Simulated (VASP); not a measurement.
# PbSe: molecular dynamics with a thermostat

PbSe, Fm-3m (no. 225), 8 atoms in the cell. PBE, molecular dynamics; PAW potentials Pb, Se (PBE set).

Ensemble: Nose-Hoover; Target temperature (K): 1000.

## Input

INCAR:
```
ALGO = Normal ; EDIFF = 1E-6
ENCUT = 210 ; GGA = PE
IBRION = 0 ; ISIF = 2
ISMEAR = 0 ; ISYM = 0
KPAR = 2 ; LASPH = True
LCHARG = False ; LREAL = Auto
LWAVE = False ; MDALGO = 2
NELM = 60 ; NELMIN = 4
NSW = 60 ; POTIM = 3.0
PREC = Normal ; RANDOM_SEED = 993804 0 0
SIGMA = 0.05 ; SMASS = 0
TEBEG = 1000
```

KPOINTS:
```
k-points
0
Monkhorst-Pack
  2 2 2
```

POSCAR:
```
PbSe
1.0
    6.1213000000      0.0000000000      0.0000000000
    0.0000000000      6.1213000000      0.0000000000
    0.0000000000      0.0000000000      6.1213000000
Pb Se
4 4
Direct
    0.0000000000      0.0000000000      0.0000000000
    0.0000000000      0.5000000000      0.5000000000
    0.5000000000      0.0000000000      0.5000000000
    0.5000000000      0.5000000000      0.0000000000
    0.5000000000      0.0000000000      0.0000000000
    0.5000000000      0.5000000000      0.5000000000
    0.0000000000      0.0000000000      0.5000000000
    0.0000000000      0.5000000000      0.0000000000
```

Commands:
```
cat potpaw_PBE.64/Pb/POTCAR potpaw_PBE.64/Se/POTCAR > POTCAR
mpirun -np 2 vasp_std > vasp.out
```

## Result

- Mean temperature (K): 912
- Standard error of the mean temperature (K): 213
- Relative fluctuation of the kinetic energy: 0.563
- Canonical value of that fluctuation: 0.309
- Rise of the mean potential energy above the start (meV/atom): 93.9
- Electronic steps per ionic step after the first: 4.1

Course of the run:

| Time (fs) | Temperature (K) | Potential energy less the first (meV/atom) |
|---|---|---|
| 3 | 1000 | 0.0 |
| 18 | 925 | 8.9 |
| 30 | 797 | 26.8 |
| 45 | 653 | 56.1 |
| 57 | 621 | 79.3 |
| 72 | 814 | 100.4 |
| 84 | 1280 | 107.4 |
| 99 | 2004 | 108.1 |
| 111 | 1895 | 111.4 |
| 126 | 1077 | 122.6 |
| 138 | 604 | 132.9 |
| 153 | 340 | 143.6 |
| 165 | 277 | 150.4 |
| 180 | 329 | 157.6 |

REPORT:
```
MDALGO =   2
               SCALING =       0
                 CNEXP =     9.000   14.000
           RANDOM_SEED =            993804                0                0

   original number of atomic DOF:         21
   number of independent constraints:      0
   number of active DOF:                  21

========================================
         MD step No.       1
========================================

  Atomic velocities initialized by STEP_tb

  >Energies
                    E_tot             E_pot             E_kin               EPS                ES
   e_b>   -0.34257096E+02   -0.35161921E+02    0.90482548E+00    0.00000000E+00    0.00000000E+00

  >Temperature
               T_sim     T_inst
   tmprt>   1000.000   1000.000

  >Thermostat:
           s(n+1) sdot(n+1)      s(n)   sdot(n)        Qs
   s_b>  -0.00000  -0.00000   0.00000   0.00000   0.33994

           RANDOM_SEED =            993804               48                0

[... steps left out ...]

========================================
         MD step No.      60
========================================

  >Energies
                    E_tot             E_pot             E_kin               EPS                ES
   e_b>   -0.34255682E+02   -0.33901516E+02    0.29769590E+00    0.27139810E+00   -0.92326045E+00

  >Temperature
               T_sim     T_inst
   tmprt>   1000.000    329.009

  >Thermostat:
           s(n+1) sdot(n+1)      s(n)   sdot(n)        Qs
   s_b>  -0.57507  -0.06893  -0.51019  -0.06083   0.33994

           RANDOM_SEED =            993804               48                0
```

OSZICAR:
```
N       E                     dE             d eps       ncg     rms          rms(c)
DAV:   1     0.131928713867E+03    0.13193E+03   -0.87865E+03   200   0.611E+02
DAV:   2    -0.239487712834E+02   -0.15588E+03   -0.15458E+03   260   0.149E+02
DAV:   3    -0.356692506258E+02   -0.11720E+02   -0.11691E+02   214   0.476E+01
DAV:   4    -0.359786474975E+02   -0.30940E+00   -0.30910E+00   304   0.757E+00
DAV:   5    -0.359803966297E+02   -0.17491E-02   -0.17487E-02   246   0.693E-01    0.144E+01
DAV:   6    -0.351575470210E+02    0.82285E+00   -0.23775E+00   248   0.519E+00    0.843E+00
DAV:   7    -0.351661350462E+02   -0.85880E-02   -0.78913E-01   244   0.306E+00    0.356E+00
DAV:   8    -0.351609043244E+02    0.52307E-02   -0.88817E-02   296   0.114E+00    0.100E+00
DAV:   9    -0.351618041156E+02   -0.89979E-03   -0.28234E-03   238   0.271E-01    0.328E-01
DAV:  10    -0.351618734538E+02   -0.69338E-04   -0.57818E-04   272   0.110E-01    0.413E-02
DAV:  11    -0.351619221410E+02   -0.48687E-04   -0.20469E-04   240   0.598E-02    0.820E-02
DAV:  12    -0.351619197733E+02    0.23677E-05   -0.15868E-05   272   0.165E-02    0.265E-02
[... left out ...]
     58 T=   289. E= -.34255954E+02 F= -.33923756E+02 E0= -.33923756E+02  EK= 0.26160E+00 SP= -.73E+00 SK= 0.14E+00
     59 T=   305. E= -.34255838E+02 F= -.33912659E+02 E0= -.33912659E+02  EK= 0.27635E+00 SP= -.82E+00 SK= 0.20E+00
[... last step whole ...]
       N       E                     dE             d eps       ncg     rms          rms(c)
DAV:   1    -0.339015158187E+02    0.11143E-01   -0.67667E-03   100   0.105E+00    0.242E-03
DAV:   2    -0.339015160378E+02   -0.21907E-06   -0.90276E-06   228   0.139E-02    0.162E-03
DAV:   3    -0.339015160366E+02    0.12442E-08   -0.14991E-07   114   0.206E-03    0.113E-03
DAV:   4    -0.339015160308E+02    0.57144E-08   -0.45029E-08   106   0.102E-03
     60 T=   329. E= -.34255682E+02 F= -.33901516E+02 E0= -.33901516E+02  EK= 0.29770E+00 SP= -.92E+00 SK= 0.27E+00
```

Limits: 180 fs of 8 atoms are too short for converged averages.

VASP 6.6.1 took 296 s on 2 cores (Intel Xeon Platinum 8259CL @ 2.50GHz (Skylake/Cascade Lake)), a shared host.
